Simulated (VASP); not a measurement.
Input of a VASP 6.6.1 run:

The input INCAR:

```
PREC = Accurate
ENCUT = 520
EDIFF = 1E-8
ISMEAR = -1
SIGMA = 0.03
LREAL = F
LASPH = T
NELM = 100
ALGO = Normal
ISIF = 2
LWAVE = F
LCHARG = F
LEFG = T
NBANDS = 13
```

Contents of KPOINTS:

```
regular mesh
0
Gamma
  15 15 15
```

The input POSCAR:

```
HfH2
1.0
   -1.7307056792      1.7307056792      2.1447997069
    1.7307056792     -1.7307056792      2.1447997069
    1.7307056792      1.7307056792     -2.1447997069
Hf H
1 2
Direct
    0.0000000000      0.0000000000      0.0000000000
    0.2500000000      0.7500000000      0.5000000000
    0.7500000000      0.2500000000      0.5000000000
```

Potentials or basis: VASP PAW LDA potentials, release 64 (Hf_pv, H).

The run is started by

```sh
$ cat potpaw_LDA.64/Hf_pv/POTCAR potpaw_LDA.64/H/POTCAR > POTCAR
$ mpirun -np 1 vasp_std > vasp.out
```

Question: Predict the band gap on the k mesh.

Answer: None (metal or under the smearing width).

Question: Predict the pressure.

Answer: -5.0 GPa.

Electric field gradients, principal values (V/Å²):
| atom | Vxx | Vyy | Vzz |
| --- | --- | --- | --- |
| 1 Hf | 14.324 | 14.325 | -28.648 |
| 2 H | 0.110 | 0.113 | -0.223 |
| 3 H | 0.110 | 0.113 | -0.223 |

Spin-orbit coupling is left out, which matters for the levels of Hf.
